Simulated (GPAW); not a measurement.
Set up this calculation in GPAW 26.7.0, as an ASE script.

```
Task                : single point
Functional          : PBE
Potentials or basis : GPAW PAW data sets (gpaw-data 1.2.1)
Cutoff              : 650 eV
Basis               : pw
k mesh              : 8 × 8 × 8
Occupations         : fermi-dirac, width 0.05 eV
Spin                : no spin polarisation
Maxiter             : 120
Convergence         : default
```

The structure of WC lies in POSCAR:

```
WC
1.0
    0.0000000000      2.1926840000      2.1926840000
    2.1926840000      0.0000000000      2.1926840000
    2.1926840000      2.1926840000      0.0000000000
W C
1 1
Direct
    0.0000000000      0.0000000000      0.0000000000
    0.5000000000      0.5000000000      0.5000000000
```

Measurements of this composition are mostly on another form, of space group No. 187.

These files were run (other wordings do the same):

run.py

```python
from ase.dft.bandgap import bandgap
from ase.io import read, write
from ase.units import GPa
from gpaw import GPAW, PW

atoms = read('POSCAR')

calc = GPAW(mode=PW(650),
            xc='PBE',
            kpts={'size': (8, 8, 8), 'gamma': True},
            occupations={'name': 'fermi-dirac', 'width': 0.05},
            nbands=19,
            maxiter=120,
            txt='gpaw.txt')
atoms.calc = calc
energy = atoms.get_potential_energy()
forces = atoms.get_forces()
stress = atoms.get_stress()
calc.write('gs.gpw')
write('result.traj', atoms)
print(f'Energy: {energy:.6f} eV')
print('Forces (eV/A):')
print(forces.round(4))
print('Stress (GPa):', (stress / GPa).round(3))
print('Fermi level:', round(calc.get_fermi_level(), 4), 'eV')
print(f'Gap: {bandgap(calc)[0]:.4f} eV, direct: {bandgap(calc, direct=True)[0]:.4f} eV')
```

Potentials or basis: GPAW PAW data sets (gpaw-data 1.2.1), pw.

Launch:

```console
$ OMP_NUM_THREADS=1 python run.py
```

It gave:

* Pressure: -1.2 GPa
* Band gap on the k mesh: none (metal or under the smearing width)

Caveat: the cutoff is short for stress and forces, so pressures can be off by a GPa or more.

Run time: 5.5 s on 1 thread of Intel(R) Xeon(R) 6975P-C (Granite Rapids) (shared host), peak memory 0.15 GiB.
